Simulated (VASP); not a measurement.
# SnS2 (P-3m1) in VASP: settings compared

The runs below take SnS2 through relaxation of the atoms, with PBE+D3(BJ), optB88-vdW, LDA, rev-vdW-DF2.

Everything below comes from runs of VASP 6.6.1. Logs are shortened: lines on timing, memory, paths and dates and some standing lists are left out, and cuts for length are marked.

## 1. The crystal as given

The structure is trigonal, space group P-3m1 (No. 164). The conventional cell has a = 3.639 Å, b = 3.639 Å, c = 5.674 Å, α = 90.00°, β = 90.00°, γ = 120.00°. Around Sn (site symmetry -3m) lie 6 S at 2.56 Å. S (site symmetry 3m) has 3 Sn at 2.56 Å as nearest neighbours.

## 2. Relaxation of the atoms, PBE+D3(BJ)

INCAR reads:

```
PREC = Accurate
ENCUT = 520
EDIFF = 1E-6
ISMEAR = 0
SIGMA = 0.05
LREAL = False
LASPH = True
NELM = 80
ALGO = Normal
ISIF = 2
LWAVE = False
LCHARG = False
GGA = PE
IVDW = 12
IBRION = 2
NSW = 60
EDIFFG = -0.01
KPAR = 2
```

KPOINTS reads:

```
regular mesh
0
Gamma
  10 10 6
```

POSCAR reads:

```
SnS2
1.0
    3.6390000000      0.0000000000      0.0000000000
   -1.8195000000      3.1514664400      0.0000000000
    0.0000000000      0.0000000000      5.6743560000
Sn S
1 2
Direct
    0.0000000000      0.0000000000      0.0000000000
    0.3333333300      0.6666666700      0.2585315400
    0.6666666700      0.3333333300      0.7414684600
```

Potentials or basis: VASP PAW PBE potentials, release 64 (Sn_d, S).

Launch:

```
$ cat potpaw_PBE.64/Sn_d/POTCAR potpaw_PBE.64/S/POTCAR > POTCAR
$ mpirun -np 2 vasp_std > vasp.out
```

OUTCAR:

```text
PREC = Accurate
   ENCUT = 520
   EDIFF = 1E-6
   ISMEAR = 0
   LREAL = False
   LASPH = True
   NELM = 80
   ISIF = 2
   GGA = PE
   IVDW = 12
   IBRION = 2
   NSW = 60
   EDIFFG = -0.01
 IVDW          = 12

 ion  position               nearest neighbor table
   1  0.000  0.000  0.000-   2 2.56   3 2.56   2 2.56   3 2.56   3 2.56   2 2.56
   2  0.333  0.667  0.259-   1 2.56   1 2.56   1 2.56
   3  0.667  0.333  0.741-   1 2.56   1 2.56   1 2.56

  LATTYP: Found a hexagonal cell.
 ALAT       =     3.6390000000
 C/A-ratio  =     1.5593173949

  Lattice vectors:

 A1 = (   3.6390000000,   0.0000000000,   0.0000000000)
 A2 = (  -1.8195000000,   3.1514664400,   0.0000000000)
 A3 = (   0.0000000000,   0.0000000000,   5.6743560000)

Analysis of symmetry for initial positions (statically):
=====================================================================
 Subroutine PRICEL returns:
 Original cell was already a primitive cell.

 Routine SETGRP: Setting up the symmetry group for a
 hexagonal supercell.

 Subroutine GETGRP returns: Found 12 space group operations
 (whereof 12 operations were pure point group operations)
 out of a pool of 24 trial point group operations.

The static configuration has the point symmetry D_3d.

Analysis of symmetry for dynamics (positions and initial velocities):
=====================================================================
 Subroutine PRICEL returns:
 Original cell was already a primitive cell.

 Routine SETGRP: Setting up the symmetry group for a
 hexagonal supercell.

 Subroutine GETGRP returns: Found 12 space group operations
 (whereof 12 operations were pure point group operations)
 out of a pool of 24 trial point group operations.

The dynamic configuration has the point symmetry D_3d.

 Subroutine INISYM returns: Found 12 space group operations
 (whereof 12 operations are pure point group operations),
 and found     1 'primitive' translations

----------------------------------------------------------------------------------------

                                     Primitive cell

  volume of cell :      65.0746

  direct lattice vectors                    reciprocal lattice vectors
     3.639000000  0.000000000  0.000000000     0.274800769  0.158656298  0.000000000
    -1.819500000  3.151466440  0.000000000     0.000000000  0.317312597  0.000000000
     0.000000000  0.000000000  5.674356000     0.000000000  0.000000000  0.176231453

  length of vectors
     3.639000000  3.638999996  5.674356000     0.317312597  0.317312597  0.176231453

  position of ions in fractional coordinates (direct lattice)
     0.000000000  0.000000000  0.000000000
     0.333333330  0.666666670  0.258531540
     0.666666670  0.333333330  0.741468460

  ion indices of the primitive-cell ions
   primitive index   ion index
                 1           1
                 2           2
                 3           3

----------------------------------------------------------------------------------------

 KPOINTS: regular mesh

Automatic generation of k-mesh.
 Grid dimensions read from file:
 generate k-points for:   10   10    6

 Generating k-lattice:

  Cartesian coordinates                     Fractional coordinates (reciprocal lattice)
     0.027480077  0.015865630  0.000000000     0.100000000  0.000000000  0.000000000
     0.000000000  0.031731260  0.000000000     0.000000000  0.100000000  0.000000000
     0.000000000  0.000000000  0.029371909     0.000000000  0.000000000  0.166666667

  Length of vectors
     0.031731260  0.031731260  0.029371909

  Shift w.r.t. Gamma in fractional coordinates (k-lattice)
     0.000000000  0.000000000  0.000000000

 Subroutine IBZKPT returns following result:
 ===========================================

 Found     72 irreducible k-points:

 Following reciprocal coordinates:
            Coordinates               Weight
  0.000000  0.000000  0.000000      1.000000
  0.100000 -0.000000  0.000000      6.000000
  0.200000 -0.000000  0.000000      6.000000
  0.300000 -0.000000  0.000000      6.000000
  0.400000 -0.000000  0.000000      6.000000
  0.500000  0.000000  0.000000      3.000000
[... 16 lines left out ...]
  0.000000  0.400000  0.166667      6.000000
  0.500000  0.000000  0.166667      6.000000
 [... further k-points ...]
   k-points           NKPTS =     72   k-points in BZ     NKDIM =     72   number of bands    NBANDS=     17
   number of dos      NEDOS =    301   number of ions     NIONS =      3
   total plane-waves  NPLWV =  32928
   dimension x,y,z NGX =    28 NGY =   28 NGZ =   42
   dimension x,y,z NGXF=    56 NGYF=   56 NGZF=   84
   ions per type =               1   2
   NGX,Y,Z   is equivalent  to a cutoff of  12.79, 12.79, 12.31 a.u.
   NGXF,Y,Z  is equivalent  to a cutoff of  25.58, 25.58, 24.61 a.u.
 SYSTEM =  unknown system
   PREC   = accura    normal or accurate (medium, high low for compatibility)
   ISTART =      0    job   : 0-new  1-cont  2-samecut
[... 54 lines left out ...]
  ext. energy  EPLUGINS =         0.00000000
  ---------------------------------------------------
  free energy    TOTEN  =       -13.09805184 eV

  energy without entropy =      -13.09805184  energy(sigma->0) =      -13.09805184

------------------------ aborting loop because EDIFF is reached ----------------------------------------

 Edisp (eV)   -1.02732

 E8    (eV) :    -0.4200

  FORCE on cell =-STRESS in cart. coord.  units (eV):
  Direction    XX          YY          ZZ          XY          YZ          ZX
  --------------------------------------------------------------------------------------
  -------------------------------------------------------------------------------------
  Total       0.87879     0.87879     0.87971     0.00000     0.00000     0.00000
  in kB      21.63637    21.63637    21.65897     0.00000     0.00000     0.00000
  external pressure =       21.64 kB  Pullay stress =        0.00 kB

 VOLUME and BASIS-vectors are now :
 -----------------------------------------------------------------------------
  energy-cutoff  :      520.00
  volume of cell :       65.07
      direct lattice vectors                 reciprocal lattice vectors
     3.639000000  0.000000000  0.000000000     0.274800769  0.158656298  0.000000000
    -1.819500000  3.151466440  0.000000000     0.000000000  0.317312597  0.000000000
     0.000000000  0.000000000  5.674356000     0.000000000  0.000000000  0.176231453
[... 42 lines left out ...]
 POSITION                                       TOTAL-FORCE (eV/Angst)
 -----------------------------------------------------------------------------------
      0.00000      0.00000      0.00000         0.000000      0.000000     -0.000000
     -0.00000      2.10098      1.47577        -0.000000     -0.000000      0.077578
      1.81950      1.05049      4.19858         0.000000      0.000000     -0.077578
 -----------------------------------------------------------------------------------
    total drift:                               -0.000000      0.000000     -0.000000

  FREE ENERGIE OF THE ION-ELECTRON SYSTEM (eV)
  ---------------------------------------------------
  free  energy   TOTEN  =       -14.1276397776 eV

  energy  without entropy=      -14.1276397776  energy(sigma->0) =      -14.12763978

--------------------------------------- Ionic step        3  -------------------------------------------

 number of electron      26.0000013 magnetization

 Free energy of the ion-electron system (eV)
  ---------------------------------------------------
  ext. energy  EPLUGINS =         0.00000000
  ---------------------------------------------------
  free energy    TOTEN  =       -13.10038821 eV

  energy without entropy =      -13.10038821  energy(sigma->0) =      -13.10038821

 E-fermi :   5.6932     XC(G=0):  -9.8815

 val. band max:        5.4023363324   @ k =   0.1000  -0.0000   0.0000
 cond. band min:       6.5823195221   @ k =   0.0000   0.4000   0.3333
 fundamental gap:      1.1799831897
 Fermi energy:         5.6931774190

 k-point     1 :       0.0000    0.0000    0.0000
  band No.  band energies     occupation
      1     -15.7360      2.00000
      2     -15.7360      2.00000
      3     -15.6921      2.00000
      4     -15.6644      2.00000
      5     -15.6644      2.00000
      6      -8.6727      2.00000
[... 9 lines left out ...]
     16      10.7227      0.00000
     17      10.7227      0.00000
[... 441 lines left out ...]
 k-point    24 :       0.5000    0.0000    0.1667
  band No.  band energies     occupation
      1     -15.8155      2.00000
      2     -15.7047      2.00000
      3     -15.7011      2.00000
      4     -15.6330      2.00000
      5     -15.6297      2.00000
      6      -6.6992      2.00000
[... 9 lines left out ...]
     16      11.3202      0.00000
     17      11.3874      0.00000

 [... further k-points ...]

------------------------ aborting loop because EDIFF is reached ----------------------------------------

 Edisp (eV)   -1.02775

 E8    (eV) :    -0.4203

  FORCE on cell =-STRESS in cart. coord.  units (eV):
  Direction    XX          YY          ZZ          XY          YZ          ZX
  --------------------------------------------------------------------------------------
  -------------------------------------------------------------------------------------
  Total       0.66702     0.66702     0.41357    -0.00000     0.00000     0.00000
  in kB      16.42255    16.42255    10.18230    -0.00000     0.00000     0.00000
  external pressure =       14.34 kB  Pullay stress =        0.00 kB

 VOLUME and BASIS-vectors are now :
 -----------------------------------------------------------------------------
  energy-cutoff  :      520.00
  volume of cell :       65.07
      direct lattice vectors                 reciprocal lattice vectors
     3.639000000  0.000000000  0.000000000     0.274800769  0.158656298  0.000000000
    -1.819500000  3.151466440  0.000000000     0.000000000  0.317312597  0.000000000
     0.000000000  0.000000000  5.674356000     0.000000000  0.000000000  0.176231453

 POSITION                                       TOTAL-FORCE (eV/Angst)
 -----------------------------------------------------------------------------------
      0.00000      0.00000      0.00000        -0.000000      0.000000      0.000000
     -0.00000      2.10098      1.48277        -0.000000      0.000000     -0.004576
      1.81950      1.05049      4.19159         0.000000     -0.000000      0.004576
 -----------------------------------------------------------------------------------
    total drift:                               -0.000000     -0.000000     -0.000000

  FREE ENERGIE OF THE ION-ELECTRON SYSTEM (eV)
  ---------------------------------------------------
  free  energy   TOTEN  =       -14.1281416811 eV

  energy  without entropy=      -14.1281416811  energy(sigma->0) =      -14.12814168

 reached required accuracy - stopping structural energy minimisation
```

It took 31 s on 2 MPI ranks of Intel Xeon 6975P-C (Granite Rapids), shared host; peak memory 0.23 GiB.

What came out:

```
Free energy                  : -14.1281 eV
Energy gained by relaxing    : 0.9 meV/atom
Ionic steps                  : 3
Pressure after relaxing      : 1.4 GPa
Largest force after relaxing : 0.005 eV/Å
Band gap on the k mesh       : 1.18 eV, indirect (least direct gap 1.76 eV)
Dispersion energy per atom   : -0.343 eV
```

Forces on the atoms (eV/Å):
```
Sn   0.000  0.000  0.000
S    0.000  0.000 -0.005
S    0.000  0.000  0.005
```

Step by step:
```
step  energy change (eV)  largest force (eV/Å)  pressure (GPa)
   1              0.0000                0.1819            2.16
   2             -0.0023                0.0776            1.75
   3             -0.0028                0.0046            1.43
```

Final structure:
```
CELL_PARAMETERS angstrom
3.63900 0.00000 0.00000
-1.81950 3.15147 0.00000
0.00000 0.00000 5.67436
ATOMIC_POSITIONS crystal
Sn 0.00000 0.00000 0.00000
S 0.33333 0.66667 0.26131
S 0.66667 0.33333 0.73869
```

Levels at points of the mesh, in eV from the valence-band top:
```
           k point  band 9  band 10  band 11  band 12  band 13  band 14  band 15  band 16  band 17
(0.00, 0.00, 0.00)   -0.80    -0.80    -0.60    -0.60    -0.01     1.74     3.48     5.32     5.32
(0.50, 0.00, 0.00)   -4.49    -3.15    -2.77    -1.45    -0.42     1.65     4.27     5.57     5.74
(0.00, 0.00, 0.50)   -2.33    -0.95    -0.95    -0.38    -0.38     3.10     3.58     4.94     4.94
(0.50, 0.00, 0.50)   -5.16    -2.51    -1.93    -1.00    -0.96     1.35     4.46     5.27     6.29
```

Caveat: spin-orbit coupling is left out, which moves the levels of the heavy elements.

## 3. Relaxation of the atoms, optB88-vdW

INCAR reads:

```
SYSTEM = SnS2
PREC = Accurate
ENCUT = 520
EDIFF = 1E-6
ISMEAR = 0
SIGMA = 0.05
LREAL = .False.
LASPH = .True.
NELM = 80
ALGO = Normal
ISIF = 2
LWAVE = .False.
LCHARG = .False.
GGA = BO
LUSE_VDW = .True.
AGGAC = 0.0
PARAM1 = 0.1833333333
PARAM2 = 0.22
IBRION = 2
NSW = 60
EDIFFG = -0.01
KPAR = 2
```

KPOINTS reads:

```
regular mesh
0
Gamma
  10 10 6
  0 0 0
```

POSCAR is that of step 2.

Potentials or basis: VASP PAW PBE potentials, release 64 (Sn_d, S).

Launch:

```
$ cat potpaw_PBE.64/Sn_d/POTCAR potpaw_PBE.64/S/POTCAR > POTCAR
$ mpirun -np 2 vasp_std > vasp.out
```

Wall time 3.1 min (2 MPI ranks of Intel Xeon Platinum 8259CL at 2.50GHz (Skylake/Cascade Lake), shared host); peak memory 0.43 GiB.

Results (log left out):

| Property | Result |
| --- | --- |
| Free energy | -6.8556 eV |
| Energy gained by relaxing | 3.4 meV/atom |
| Ionic steps | 3 |
| Pressure after relaxing | 3.5 GPa |
| Largest force after relaxing | 0.004 eV/Å |
| Band gap on the k mesh | 1.07 eV, indirect (least direct gap 1.61 eV) |

Forces in eV/Å, atoms in the order of the input:
```
Sn   0.000  0.000  0.000
S    0.000  0.000  0.004
S    0.000  0.000 -0.004
```

Stress tensor (GPa, compression positive):
```
4.08 0.00 0.00
0.00 4.08 0.00
0.00 0.00 2.40
```

The path:
| step | energy change (eV) | largest force (eV/Å) | pressure (GPa) |
| --- | --- | --- | --- |
| 1 | 0.0000 | 0.3480 | 4.81 |
| 2 | -0.0083 | 0.1465 | 4.04 |
| 3 | -0.0101 | 0.0041 | 3.52 |

Final structure:
```xyz
3
Lattice="3.6390 0.0000 0.0000 -1.8195 3.1515 0.0000 0.0000 0.0000 5.6744" Properties=species:S:1:pos:R:3 pbc="T T T"
Sn    0.0000    0.0000    0.0000
S     0.0000    2.1010    1.4960
S     1.8195    1.0505    4.1784
```

Levels at points of the mesh, in eV from the valence-band top:
```
           k point  band 11  band 12  band 13  band 14  band 15  band 16
(0.00, 0.00, 0.00)    -0.59    -0.59    -0.02     1.59     3.54     5.30
(0.50, 0.00, 0.00)    -2.72    -1.51    -0.41     1.61     4.25     5.59
(0.00, 0.00, 0.50)    -0.93    -0.35    -0.35     3.01     3.62     4.91
(0.50, 0.00, 0.50)    -1.90    -1.02    -0.98     1.25     4.41     5.23
```

Caveat: the PAW data sets were made with another functional, which shifts forces and pressure a little; spin-orbit coupling is left out, which moves the levels of the heavy elements.

## 4. Relaxation of the atoms, LDA

INCAR reads:

```
SYSTEM = SnS2
  ALGO = Normal
  EDIFF = 1E-6
  EDIFFG = -0.005
  ENCUT = 520
  IBRION = 2
  ISIF = 2
  ISMEAR = 0
  KPAR = 2
  LASPH = .TRUE.
  LCHARG = .FALSE.
  LREAL = .FALSE.
  LWAVE = .FALSE.
  NELM = 60
  NSW = 40
  PREC = Accurate
  SIGMA = 0.05
```

KPOINTS reads:

```
k-points
0
G
  10 10 6
  0 0 0
```

POSCAR is that of step 3.

Potentials or basis: VASP PAW LDA potentials, release 64 (Sn_d, S).

Launch:

```
$ cat potpaw_LDA.64/Sn_d/POTCAR potpaw_LDA.64/S/POTCAR > POTCAR
$ mpirun -np 2 vasp_std > vasp.out
```

It took 27 s on 2 MPI ranks of AMD EPYC 9R45 (Zen 5), shared host; peak memory 0.17 GiB.

The run converged. Its results:

```
Free energy               : -15.0722 eV
Energy gained by relaxing : 0.0 meV/atom
Ionic steps               : 3
Pressure after relaxing   : -0.2 GPa
Band gap on the k mesh    : 1.06 eV, indirect (least direct gap 1.56 eV)
```

Stress tensor (GPa, compression positive):
```
-0.27  0.00  0.00
 0.00 -0.27  0.00
 0.00  0.00  0.06
```

Final structure:
```cif
data_structure
_symmetry_space_group_name_H-M 'P 1'
_symmetry_Int_Tables_number 1
_cell_length_a 3.6390
_cell_length_b 3.6390
_cell_length_c 5.6744
_cell_angle_alpha 90.000
_cell_angle_beta 90.000
_cell_angle_gamma 120.000
_cell_volume 65.07
loop_
_atom_site_label
_atom_site_type_symbol
_atom_site_fract_x
_atom_site_fract_y
_atom_site_fract_z
_atom_site_occupancy
Sn1 Sn 0.00000 0.00000 0.00000 1
S1 S 0.33333 0.66667 0.25801 1
S2 S 0.66667 0.33333 0.74199 1
```

Levels at points of the mesh, in eV from the valence-band top:
```
           k point  band 11  band 12  band 13  band 14  band 15  band 16
(0.00, 0.00, 0.00)    -0.64    -0.64     0.00     1.56     3.22     5.12
(0.50, 0.00, 0.00)    -2.89    -1.46    -0.45     1.49     4.07     5.44
(0.00, 0.00, 0.50)    -1.01    -0.42    -0.42     2.92     3.33     4.75
(0.50, 0.00, 0.50)    -1.96    -1.03    -0.97     1.24     4.28     5.13
```

Caveat: spin-orbit coupling is left out, which moves the levels of the heavy elements. A k mesh can miss the band edges.

## 5. Relaxation of the atoms, rev-vdW-DF2

INCAR reads:

```
PREC     = Accurate       # precision mode
ENCUT    = 520            # plane-wave cutoff, eV
EDIFF    = 1E-6           # SCF threshold, eV
ISMEAR   = 0              # smearing method
SIGMA    = 0.05           # smearing width, eV
LREAL    = False          # projectors in reciprocal space
LASPH    = True           # aspherical terms in the spheres
NELM     = 80             # most SCF steps
ALGO     = Normal         # electronic algorithm
ISIF     = 2              # what is computed and relaxed
LWAVE    = False          # write WAVECAR
LCHARG   = False          # write CHGCAR
GGA      = MK             # functional
LUSE_VDW = True         
AGGAC    = 0.0          
PARAM1   = 0.1234       
PARAM2   = 0.711357     
ZAB_VDW  = -1.8867      
IBRION   = 2              # ionic algorithm
NSW      = 40             # ionic steps
EDIFFG   = -0.005         # ionic threshold
KPAR     = 2
```

KPOINTS reads:

```
Automatic mesh
0
Gamma
  10 10 6
```

POSCAR is that of step 4.

Potentials or basis: VASP PAW PBE potentials, release 64 (Sn_d, S).

Launch:

```
$ cat potpaw_PBE.64/Sn_d/POTCAR potpaw_PBE.64/S/POTCAR > POTCAR
$ mpirun -np 2 vasp_std > vasp.out
```

Wall time 2.5 min (2 MPI ranks of AMD EPYC 7R13 (Zen 3), shared host); peak memory 0.41 GiB.

The run converged. Its results:

| Property | Result |
| --- | --- |
| Free energy | -7.7895 eV |
| Energy gained by relaxing | 2.2 meV/atom |
| Ionic steps | 3 |
| Pressure after relaxing | 2.5 GPa |
| Band gap on the k mesh | 1.07 eV, indirect (least direct gap 1.62 eV) |

Forces on the atoms (eV/Å):
```
Sn   0.000  0.000  0.000
S    0.000  0.000  0.002
S    0.000  0.000 -0.002
```

Stress tensor (GPa, compression positive):
```
2.81 0.00 0.00
0.00 2.81 0.00
0.00 0.00 1.76
```

Step by step:
```tsv
step	energy change (eV)	largest force (eV/Å)	pressure (GPa)
1	0.0000	0.2781	3.52
2	-0.0053	0.1204	2.93
3	-0.0066	0.0021	2.46
```

Final structure:
```
Sn S
1.0
     3.63900    0.00000    0.00000
    -1.81950    3.15147    0.00000
     0.00000    0.00000    5.67436
Sn S
1 2
Direct
  0.00000 0.00000 0.00000
  0.33333 0.66667 0.26270
  0.66667 0.33333 0.73730
```

Levels at points of the mesh, in eV from the valence-band top:
| k point | band 11 | band 12 | band 13 | band 14 | band 15 | band 16 |
| --- | --- | --- | --- | --- | --- | --- |
| (0.00, 0.00, 0.00) | -0.60 | -0.60 | -0.02 | 1.60 | 3.45 | 5.27 |
| (0.50, 0.00, 0.00) | -2.76 | -1.52 | -0.42 | 1.60 | 4.19 | 5.50 |
| (0.00, 0.00, 0.50) | -0.94 | -0.36 | -0.36 | 3.02 | 3.54 | 4.88 |
| (0.50, 0.00, 0.50) | -1.93 | -1.03 | -0.98 | 1.26 | 4.36 | 5.19 |

Caveat: the PAW data sets were made with another functional, which shifts forces and pressure a little; spin-orbit coupling is left out, which moves the levels of the heavy elements. A k mesh can miss the band edges.

## 6. Summary

| level | potentials or basis | gap on the mesh (eV) | pressure (GPa) |
| --- | --- | --- | --- |
| PBE+D3(BJ) | VASP PAW PBE potentials, release 64 (Sn_d, S) | 1.18 | 1.4 |
| optB88-vdW | VASP PAW PBE potentials, release 64 (Sn_d, S) | 1.07 | 3.5 |
| LDA | VASP PAW LDA potentials, release 64 (Sn_d, S) | 1.06 | -0.2 |
| rev-vdW-DF2 | VASP PAW PBE potentials, release 64 (Sn_d, S) | 1.07 | 2.5 |

Alike in all rows: task relaxation of the atoms; no spin polarisation; cell atoms relaxed; k mesh 10 × 10 × 6; cutoff (eV) 520; smearing gaussian 0.05 eV.

Caveats: spin-orbit coupling is left out, which moves the levels of the heavy elements; the PAW data sets were made with another functional, which shifts forces and pressure a little (some runs).

Absolute energies hang on the potentials; compare differences alone.
